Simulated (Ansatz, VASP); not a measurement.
## Nb in VASP and in Ansatz

File INCAR:

```
SYSTEM = Nb
PREC = Accurate ; ENCUT = 520
EDIFF = 1E-7 ; ISMEAR = 0
SIGMA = 0.15 ; LREAL = .False.
LASPH = .True. ; NELM = 100
ALGO = Fast ; ISIF = 2
LWAVE = .False. ; LCHARG = .True.
GGA = PE ; LELF = .True.
LVHAR = .True. ; NBANDS = 12
```

File KPOINTS:

```
regular mesh
0
Gamma
  20 20 20
  0 0 0
```

File POSCAR:

```
Nb
1.0
    0.0000000000      2.0092500000      2.0092500000
    2.0092500000      0.0000000000      2.0092500000
    2.0092500000      2.0092500000      0.0000000000
Nb
1
Direct
    0.0000000000      0.0000000000      0.0000000000
```

Input for Ansatz:

```yaml
crystal:
  lattice:
    - [0.0, 2.00925, 2.00925]
    - [2.00925, 0.0, 2.00925]
    - [2.00925, 2.00925, 0.0]
  atoms:
    - { symbol: Nb, position: [0.0, 0.0, 0.0] }
basis:
  ecutwfc: 420
kpoints:
  mp_grid: { grid: [20, 20, 20] }
hamiltonian:
  xc: pbe
scf:
  occupations: { method: gaussian, width: 0.15 }
output:
  forces: true
  stress: true
  eigenvalues: true
```

Change from the starting cell: strain -0.050 along x and y, -0.050 along z, atoms carried along.

Alike in both runs: task single point; functional PBE; k mesh 20 × 20 × 20; occupations gaussian, width 0.15 eV; no spin polarisation.

|  | VASP | Ansatz |
| --- | --- | --- |
| version | VASP 6.6.1 | Ansatz 0.2.0 |
| potentials or method | VASP PAW PBE potentials, release 64 (Nb_sv) | scalar-relativistic, plane waves, PAW |
| plane-wave cutoff (eV) | 520 | 420 |
| valence electrons in the cell | 13 | 13 |

|  | VASP | Ansatz | Ansatz less VASP |
| --- | --- | --- | --- |
| gap on the k mesh at the Fermi level (eV) | none | none | - |
| pressure (GPa) | 30.4 | 30.9 | +0.41 |

A gap of «none» marks a metal or a gap that the smearing closes.

Caveats: so large a pressure means that the cell lies far from this level's equilibrium, or that cutoff or potentials fall short (VASP).
